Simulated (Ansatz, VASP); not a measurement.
# MnSb4 in VASP and in Ansatz

File INCAR:

```
PREC     = Accurate       # precision mode
ENCUT    = 520            # plane-wave cutoff, eV
EDIFF    = 1E-7           # SCF threshold, eV
ISMEAR   = -1             # smearing method
SIGMA    = 0.05           # smearing width, eV
LREAL    = False          # projectors in reciprocal space
LASPH    = True           # aspherical terms in the spheres
NELM     = 100            # most SCF steps
ALGO     = Normal         # electronic algorithm
ISIF     = 2              # what is computed and relaxed
LWAVE    = False          # write WAVECAR
LCHARG   = False          # write CHGCAR
ISPIN    = 2              # spin polarisation
MAGMOM   = 0 0 0 0 4      # initial moments
LORBIT   = 11             # projections on sites
LMAXMIX  = 4              # l up to which the mixer works
GGA      = PE             # functional
NBANDS   = 28             # bands
```

KPOINTS

```
Automatic mesh
0
Gamma
  9 9 2
```

File POSCAR:

```
MnSb4
1.0
    3.0598248804      0.0000000000      0.0000000000
    0.0000000000      3.0598248804      0.0000000000
    0.0000000000      0.0000000000     14.8935677329
Sb Mn
4 1
Direct
    0.0000000000      0.0000000000      0.8196820000
    0.0000000000      0.0000000000      0.6005510000
    0.0000000000      0.0000000000      0.3994490000
    0.0000000000      0.0000000000      0.1803180000
    0.0000000000      0.0000000000      0.0000000000
```

The input input.yaml:

```yaml
crystal:
  lattice:
    - [3.0598248804, 0.0, 0.0]
    - [0.0, 3.0598248804, 0.0]
    - [0.0, 0.0, 14.8935677329]
  atoms:
    - { symbol: Sb, position: [0.0, 0.0, 0.819682] }
    - { symbol: Sb, position: [0.0, 0.0, 0.600551] }
    - { symbol: Sb, position: [0.0, 0.0, 0.399449] }
    - { symbol: Sb, position: [0.0, 0.0, 0.180318] }
    - { symbol: Mn, position: [0.0, 0.0, 0.0], spin: 4.0 }
hamiltonian:
  xc: pbe
  pseudopotentials: { kind: paw }
magnetization:
  spin_polarized: true
kpoints:
  mp_grid: { grid: [9, 9, 2] }
scf:
  occupations: { method: fermi_dirac, width: 0.05 }
output:
  forces: true
  stress: true
  eigenvalues: true
```

Change from the starting cell: volume scaled by 0.98.

Alike in both runs: task single point; functional PBE; k mesh 9 × 9 × 2; occupations fermi-dirac, width 0.05 eV; collinear spin, ferromagnetic start.

|  | VASP | Ansatz |
| --- | --- | --- |
| version | VASP 6.6.1 | Ansatz 0.2.0 |
| potentials or method | VASP PAW PBE potentials, release 64 (Sb, Mn_pv) | Ansatz PAW |
| plane-wave cutoff (eV) | 520 | 420 |
| valence electrons in the cell | 33 | 75 |

```tsv
	VASP	Ansatz	Ansatz less VASP
gap on the k mesh at the Fermi level (eV)	none	none	-
pressure (GPa)	0.6	0.6	+0.01
largest component of the traceless stress (GPa)	0.94	0.94	-0.001
rms of the force components (eV/Å)	0.028	0.025	-0.0032
net moment per atom (μB)	0.78	0.78	0.000
size of the moment on the site where the two differ most (μB)	0.04	0.03	-0.005
```

Site moments also hang on the region over which each program counts them. Atom by atom the forces differ by 0.005 eV/Å (rms over components). A gap of «none» marks a metal or a gap that the smearing closes. The two sets of potentials don't hold the same shells in valence.

Caveats: a cell with one magnetic atom can't hold antiferromagnetic order, which such compounds often take. Spin-orbit coupling is left out, which matters for the levels of Sb.
